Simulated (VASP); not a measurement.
# Al3Au (I4/mmm) in VASP: further runs

The runs below take Al3Au through equation of state, phonons, with r2SCAN, PBE.

Program: VASP 6.6.1. These are calculated values, not measurements. Logs are shortened: lines on timing, memory, paths and dates and some standing lists are left out, and cuts for length are marked.

## (1) The structure

The structure is tetragonal, space group I4/mmm (No. 139). Conventional cell: a = 4.051 Å, b = 4.051 Å, c = 8.113 Å, α = 90.00°, β = 90.00°, γ = 90.00°. Around Au (site symmetry 4/mmm) lie 12 Al at 2.86 to 2.87 Å. Al (site symmetry 4/mmm) is surrounded by 4 Au at 2.86 Å and 8 Al at 2.87 Å. Al (site symmetry -4m2) is surrounded by 8 Al at 2.86 to 2.87 Å and 4 Au at 2.87 Å.

The cell comes from a database or a generator and needn't be the stable form of this composition.

## (2) Equation of state, r2SCAN

Potentials or basis: VASP PAW PBE potentials, release 64 (Au, Al).

No new run: the results of the series are fitted here.

Results:

```
Equilibrium volume                        : 16.13 Å³/atom
Bulk modulus at fixed shape and positions : 109 GPa
Pressure derivative of the bulk modulus   : 4.9
```

Energy against volume, from the lowest point:
| volume (Å³/atom) | energy (meV/atom) |
| --- | --- |
| 15.642 | 4.83 |
| 15.974 | 0.00 |
| 16.307 | 0.12 |
| 16.640 | 4.64 |
| 16.973 | 13.05 |
| 17.306 | 24.92 |
| 17.638 | 39.83 |

Caveat: the cell was scaled at fixed shape and fractional positions, which overstates the stiffness of a crystal with free parameters, most of all of layers and chains; the PAW data sets were made with another functional, which shifts forces and pressure a little.

## (3) Phonons, PBE

POSCAR reads:

```
Al3Au
1.0
   -2.0253330000      2.0253330000      4.0566000000
    2.0253330000     -2.0253330000      4.0566000000
    2.0253330000      2.0253330000     -4.0566000000
Au Al
1 3
Direct
    0.0000000000      0.0000000000      0.0000000000
    0.5000000000      0.5000000000      0.0000000000
    0.2500000000      0.7500000000      0.5000000000
    0.7500000000      0.2500000000      0.5000000000
```

INCAR.step1 reads:

```
SYSTEM = Al3Au
ALGO = Fast
EDIFF = 1E-8
EDIFFG = -0.002
ENCUT = 600
GGA = PE
IBRION = 2
ISIF = 3
ISMEAR = -1
KPAR = 2
LASPH = .True.
LCHARG = .False.
LREAL = .False.
LWAVE = .False.
NELM = 80
NSW = 40
PREC = Accurate
SIGMA = 0.05
```

INCAR.step2 reads:

```
SYSTEM = Al3Au
ALGO = Fast
EDIFF = 1E-8
ENCUT = 600
GGA = PE
IBRION = 6
ISIF = 2
ISMEAR = -1
KPAR = 2
LASPH = .True.
LCHARG = .False.
LREAL = .False.
LWAVE = .False.
NELM = 80
NFREE = 2
NSW = 1
POTIM = 0.015
PREC = Accurate
SIGMA = 0.05
```

KPOINTS reads:

```
k-points
0
Gamma
  10 10 10
  0 0 0
```

Potentials or basis: VASP PAW PBE potentials, release 64 (Au, Al).

Run with:

```sh
cat potpaw_PBE.64/Au/POTCAR potpaw_PBE.64/Al/POTCAR > POTCAR
cp INCAR.step1 INCAR
mpirun -np 2 vasp_std > vasp.out
cp CONTCAR POSCAR
cp INCAR.step2 INCAR
mpirun -np 2 vasp_std > vasp.out
```

OUTCAR:

```text
SYSTEM = Al3Au
   EDIFF = 1E-8
   ENCUT = 600
   GGA = PE
   IBRION = 6
   ISIF = 2
   ISMEAR = -1
   LASPH = .True.
   LREAL = .False.
   NELM = 80
   NFREE = 2
   NSW = 1
   POTIM = 0.015
   PREC = Accurate

 ion  position               nearest neighbor table
   1  0.000  0.000  0.000-   2 2.86   2 2.86   2 2.86   2 2.86   4 2.87   3 2.87   4 2.87   3 2.87
                             4 2.87   4 2.87   3 2.87   3 2.87
   2  0.500  0.500  0.000-   1 2.86   1 2.86   1 2.86   1 2.86   4 2.87   3 2.87   4 2.87   4 2.87
                             3 2.87   3 2.87   4 2.87   3 2.87
   3  0.250  0.750  0.500-   4 2.86   4 2.86   4 2.86   4 2.86   2 2.87   1 2.87   2 2.87   2 2.87
[... 861 lines left out ...]
  x     0.00000     0.00000     0.00000     0.00000     0.00000     0.16064
  y     0.00000     0.00000     0.00000     0.00000    -0.16064     0.00000
  z    -1.17442     1.17442     0.00000     0.00000     0.00000     0.00000

 Eigenvectors and eigenvalues of the dynamical matrix
 ----------------------------------------------------

   1 f  =    8.743441 THz    54.936663 2PiTHz  291.649814 cm-1    36.159952 meV
             X         Y         Z           dx          dy          dz
      0.000000  0.000000  0.000000    -0.000000    0.000000   -0.074504
      0.000000  0.000000  4.066615     0.000000   -0.000000   -0.741598
      2.025762 -0.000000  2.033308     0.000000   -0.000000    0.471424
     -0.000000  2.025762  2.033308    -0.000000    0.000000    0.471424
[... 71 lines left out ...]
  12 f/i=    0.011390 THz     0.071565 2PiTHz    0.379925 cm-1     0.047105 meV
             X         Y         Z           dx          dy          dz
      0.000000  0.000000  0.000000     0.528777   -0.658793   -0.000000
      0.000000  0.000000  4.066615     0.194121   -0.241851   -0.000000
      2.025762 -0.000000  2.033308     0.193039   -0.240503   -0.000000
     -0.000000  2.025762  2.033308     0.193039   -0.240503   -0.000000

 ELASTIC MODULI CONTR FROM IONIC RELAXATION (kBar)
 Direction    XX          YY          ZZ          XY          YZ          ZX
 --------------------------------------------------------------------------------
 XX         -19.4371     19.4371      0.0000      0.0000     -0.0000     -0.0000
 YY          19.4371    -19.4371      0.0000      0.0000      0.0000      0.0000
 ZZ           0.0000      0.0000      0.0000      0.0000      0.0000      0.0000
 XY           0.0000      0.0000      0.0000      0.0000      0.0000      0.0000
 YZ          -0.0000      0.0000      0.0000      0.0000     -0.1908      0.0000
 ZX          -0.0000      0.0000      0.0000      0.0000      0.0000     -0.1908
 --------------------------------------------------------------------------------
```

OUTCAR.step1:

```text
SYSTEM = Al3Au
   EDIFF = 1E-8
   EDIFFG = -0.002
   ENCUT = 600
   GGA = PE
   IBRION = 2
   ISIF = 3
   ISMEAR = -1
   LASPH = .True.
[... 828 lines left out ...]
  -------------------------------------------------------------------------------------
  Total       -0.0026582     -0.0026582      0.0044298      0.0000000      0.0000000      0.0000000
  in kB       -0.0638018     -0.0638018      0.1063227      0.0000000      0.0000000      0.0000000
  external PRESSURE =      -0.0070936 kB  Pullay stress =       0.0000000 kB
[... 19 lines left out ...]
  FREE ENERGIE OF THE ION-ELECTRON SYSTEM (eV)
  ---------------------------------------------------
  free  energy   TOTEN  =       -14.9441255752 eV

  energy  without entropy=      -14.9305676196  energy(sigma->0) =      -14.93734660

 reached required accuracy - stopping structural energy minimisation
```

OSZICAR.step1:

```text
N       E                     dE             d eps       ncg     rms          rms(c)
DAV:   1     0.718032420567E+02    0.71803E+02   -0.93136E+03  2864   0.138E+03
[... 55 lines left out ...]
       N       E                     dE             d eps       ncg     rms          rms(c)
DAV:   1    -0.149441542000E+02   -0.39947E-04   -0.16850E-03  3492   0.327E-01    0.270E-02
RMM:   2    -0.149441317486E+02    0.22451E-04   -0.29266E-05  2856   0.400E-02    0.141E-02
RMM:   3    -0.149441261653E+02    0.55833E-05   -0.86872E-06  2858   0.191E-02    0.506E-03
RMM:   4    -0.149441255654E+02    0.59996E-06   -0.20556E-06  2858   0.102E-02    0.229E-03
RMM:   5    -0.149441255816E+02   -0.16192E-07   -0.27660E-07  2858   0.398E-03    0.787E-04
RMM:   6    -0.149441255752E+02    0.63656E-08   -0.58929E-08  2444   0.175E-03
   6 F= -.14944126E+02 E0= -.14937347E+02  d E =-.327812E-04
```

It took 21 min on 2 MPI ranks of Intel Xeon Platinum 8488C (Sapphire Rapids), shared host; peak memory 0.69 GiB.

What came out:

| Item | Value |
| --- | --- |
| Relaxed volume | 16.69 Å³/atom |
| Relaxed cell | a = 4.974 Å, b = 4.974 Å, c = 4.974 Å, α = 131.94°, β = 131.94°, γ = 70.33° |
| Space group after relaxing (to 0.05 Å) | I4/mmm (No. 139) |
| Highest phonon frequency at Γ, LO-TO splitting left out | 292 cm⁻¹ |

The path:
```tsv
step	energy change (eV)	largest force (eV/Å)	pressure (GPa)	volume (Å³)
1	0.0000	0.0000	0.29	66.56
2	-0.0002	0.0000	-0.13	66.85
3	-0.0002	0.0000	-0.02	66.77
4	-0.0002	0.0000	-0.02	66.77
5	-0.0002	0.0000	-0.01	66.76
6	-0.0002	0.0000	0.00	66.75
```

Final structure:
```
Au Al
1.0
    -2.02576    2.02576    4.06662
     2.02576   -2.02576    4.06662
     2.02576    2.02576   -4.06662
Au Al
1 3
Direct
  0.00000 0.00000 0.00000
  0.50000 0.50000 0.00000
  0.25000 0.75000 0.50000
  0.75000 0.25000 0.50000
```

Phonon frequencies in cm⁻¹ (negative: imaginary):
| q point | frequencies |
| --- | --- |
| (0.000, 0.000, 0.000) | 0 0 0 68 68 111 185 218 218 256 256 292 |
